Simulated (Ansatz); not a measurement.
# P: pressure up to the limit of the methods

An exercise on one series of results from a longer session: the logs are not shown, and one member is left open.

Program: Ansatz 0.2.0. Level of theory: DFT, PBE, PAW with Ansatz's default frozen-core files, scalar-relativistic. These are calculated values, not measurements.

## The system as given

The structure is cubic, space group Fd-3m (No. 227). The conventional cell has a = 5.313 Å, b = 5.313 Å, c = 5.313 Å, α = 90.00°, β = 90.00°, γ = 90.00°. P (site symmetry -43m) is surrounded by 4 P at 2.30 Å.

Structure file:

```xyz
2
Lattice="0.0000 2.6566 2.6566 2.6566 0.0000 2.6566 2.6566 2.6566 0.0000" Properties=species:S:1:pos:R:3 pbc="T T T"
P    -0.6642   -0.6642   -0.6642
P     0.6642    0.6642    0.6642
```

Whether this phase is the stable one at these pressures isn't tested.

Atoms are numbered in the order of the input: P1, P2.

The first run:

input.yaml reads:

```yaml
crystal:
  lattice:
    - [0.0, 2.656646423, 2.656646423]
    - [2.656646423, 0.0, 2.656646423]
    - [2.656646423, 2.656646423, 0.0]
  atoms:
    - { symbol: P, position: [-0.125, -0.125, -0.125] }
    - { symbol: P, position: [0.125, 0.125, 0.125] }
kpoints:
  mp_grid: { grid: [12, 12, 12] }
scf:
  occupations: { method: fermi_dirac, width: 0.1 }
hamiltonian:
  xc: pbe
  pseudopotentials: { kind: paw }
output:
  forces: true
  stress: true
  write_density: true
  write_potential: true
  elf: true
  volumetric_format: npy
relax:
  f_tol: 0.005
  max_steps: 40
  cell: {}
```

Started as:

```
$ ansatz run input.yaml --threads 1 --pin off --max-ram 2048MiB --backend cpu --events-out ev --progress --plain --runs-dir out
```

Steps of the session up to this table: Cell relaxed at zero pressure, PAW; More of the same log: cell relaxed at zero pressure; Volume scaled by 1, PAW; Volume scaled by 0.9, PAW; Volume scaled by 0.8, PAW; Volume scaled by 0.8, PAW (cutoff 300 eV); Volume scaled by 0.7, PAW; Volume scaled by 0.6, PAW; Volume scaled by 0.5, PAW; Volume scaled by 0.4, PAW; Volume scaled by 0.4, PAW (partial_waves polarizable).

One table of the session follows, with a row left open; its other results are not shown here.

| method | volume over the first | volume (Å³/atom) | pressure (GPa) |
| --- | --- | --- | --- |
| PAW | 1 | 20.664 | 0.00 |
| PAW | 0.9 | 18.597 | 5.58 |
| PAW | 0.8 | 16.531 | 14.51 |
| PAW | 0.7 | 14.465 | 31.03 |
| PAW | 0.6 | 12.398 | 69.73 |
| PAW | 0.5 | 10.332 | 154.43 |
| PAW | 0.4 | 8.265 | 358.29 |
| PAW (cutoff 300 eV) | 0.8 | ? | ? |
| PAW (partial_waves polarizable) | 0.4 | 8.265 | 358.29 |

Q: Estimate the row for PAW (cutoff 300 eV), 0.8 from the others.

The run gave: volume (Å³/atom): 16.531; pressure (GPa): 14.47.

Caveats from the session: Warnings in the runs' records: cutoff below recommended.
